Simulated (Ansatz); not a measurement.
**Structural energy differences of selenium**

Method: Ansatz, DFT, r2SCAN, plane waves (500 eV) with PAW, scalar-relativistic. The PAW files were generated under PBE, with cores re-solved for the functional.

Each structure is relaxed within its own symmetry, so a high-lying one may be dynamically unstable. No dispersion correction is added.

Problem. Rank these structures of selenium by energy per atom, lowest first.
A. simple cubic
B. trigonal (grey) selenium
C. rhombohedral Se6
D. A15
E. diamond
F. bcc
G. fcc

Solution. B (0 meV/atom), C (22 meV/atom), A (264 meV/atom), E (670 meV/atom), F (722 meV/atom), G (903 meV/atom), D (917 meV/atom).

```csv
structure,ΔE (meV/atom),V (Å³/atom),cell,magnetic state
trigonal (grey) selenium,0,29.09,"a = 4.493 Å, c = 4.992 Å (c/a = 1.111)",spin not included
rhombohedral Se6,22,29.70,"a = 11.368 Å, c = 4.777 Å (c/a = 0.420)",spin not included
simple cubic,264,22.29,a = 2.814 Å,spin not included
diamond,670,31.11,a = 6.290 Å,spin not included
bcc,722,20.25,a = 3.434 Å,spin not included
fcc,903,20.44,a = 4.340 Å,spin not included
A15,917,20.83,a = 5.503 Å,spin not included
```

ΔE counts from trigonal (grey) selenium.

Differences under about 8 meV lie within the error of the k-point mesh.
